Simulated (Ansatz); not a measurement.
The system is I.

```
CELL_PARAMETERS angstrom
3.63503 -2.39502 0.00000
3.63503 2.39502 0.00000
0.00000 0.00000 9.79344
ATOMIC_POSITIONS crystal
I 0.64930 0.35070 0.38440
I 0.14930 0.85070 0.11560
I 0.35070 0.64930 0.61560
I 0.85070 0.14930 0.88440
```

```yaml
Program: Ansatz 0.2.0
Task: single point
Functional: PBEsol
Potentials_or_basis: all-electron LAPW, scalar-relativistic
Cutoff: 275 eV (chosen from the basis error)
Basis_error_allowed: 0.001 eV/atom
k_mesh: 7 × 7 × 3
Occupations: fermi-dirac, width 0.05 eV
Spin: no spin polarisation
```

On this cell: pressure 0.1 GPa; largest force 0.759 eV/Å; band gap on the k mesh 1.29 eV, indirect (least direct gap 1.38 eV).

The same run follows on a disturbed copy (atoms moved at random, drawn with an rms of 0.05 Å):

```
I
1.0
     3.63503   -2.39502    0.00000
     3.63503    2.39502    0.00000
     0.00000    0.00000    9.79344
I
4
Direct
  0.65349 0.34675 0.38295
  0.15234 0.84035 0.11361
  0.36674 0.64517 0.61547
  0.84626 0.15370 0.88219
```

**Question.** What changes?

**Answer.** The energy moves by -3.1 meV/atom; pressure -0.1 GPa; largest force 0.819 eV/Å; band gap on the k mesh 1.26 eV, indirect (least direct gap 1.35 eV).

Forces in eV/Å, atoms in the order of the input:
```
I   -0.003 -0.394 -0.717
I    0.010 -0.142  0.482
I   -0.013  0.380  0.706
I    0.006  0.157 -0.471
```

Stress tensor (GPa, compression positive):
```
 0.02  0.01  0.02
 0.01 -0.61  0.38
 0.02  0.38  0.23
```

Caveats: spin-orbit coupling is left out, which moves the levels of the heavy elements; an odd mesh through Γ misses points on the zone boundary, where band edges often lie.
